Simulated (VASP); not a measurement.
Input of a VASP 6.6.1 run:

Contents of INCAR:

```
PREC = Accurate
ENCUT = 600
EDIFF = 1E-7
ISMEAR = -1
SIGMA = 0.05
LREAL = F
LASPH = T
NELM = 100
ALGO = Normal
ISIF = 3
LWAVE = F
LCHARG = F
GGA = PE
IBRION = 2
NSW = 40
EDIFFG = -0.01
```

File KPOINTS:

```
regular mesh
0
Gamma
  4 4 4
```

The input POSCAR:

```
CsSnI3
1.0
    6.2057000000      0.0000000000      0.0000000000
    0.0000000000      6.2057000000      0.0000000000
    0.0000000000      0.0000000000      6.2057000000
Cs I Sn
1 3 1
Direct
    0.0000000000      0.0000000000      0.0000000000
    0.5000000000      0.5000000000      0.0000000000
    0.5000000000      0.0000000000      0.5000000000
    0.0000000000      0.5000000000      0.5000000000
    0.5000000000      0.5000000000      0.5000000000
```

Potentials or basis: VASP PAW PBE potentials, release 54 (Cs_sv, I, Sn_d).

Run with:

```sh
$ cat potpaw_PBE.54/Cs_sv/POTCAR potpaw_PBE.54/I/POTCAR potpaw_PBE.54/Sn_d/POTCAR > POTCAR
$ mpirun -np 1 vasp_std > vasp.out
```

Estimate the relaxed volume.

50.12 Å³/atom.

Predict the relaxed cell.

a = 6.305 Å, b = 6.305 Å, c = 6.305 Å, α = 90.00°, β = 90.00°, γ = 90.00°.

Predict the band gap on the k mesh.

0.50 eV, direct.

Predict the space group after relaxing (to 0.05 Å).

Pm-3m (No. 221).

Final structure:
```cif
data_structure
_symmetry_space_group_name_H-M 'P 1'
_symmetry_Int_Tables_number 1
_cell_length_a 6.3048
_cell_length_b 6.3048
_cell_length_c 6.3048
_cell_angle_alpha 90.000
_cell_angle_beta 90.000
_cell_angle_gamma 90.000
_cell_volume 250.62
loop_
_atom_site_label
_atom_site_type_symbol
_atom_site_fract_x
_atom_site_fract_y
_atom_site_fract_z
_atom_site_occupancy
Cs1 Cs 0.00000 0.00000 0.00000 1
I1 I 0.50000 0.50000 0.00000 1
I2 I 0.50000 0.00000 0.50000 1
I3 I 0.00000 0.50000 0.50000 1
Sn1 Sn 0.50000 0.50000 0.50000 1
```

Caveat: spin-orbit coupling is left out, which moves the levels of the heavy elements. PBE usually gives volumes a little too large and moduli too small.
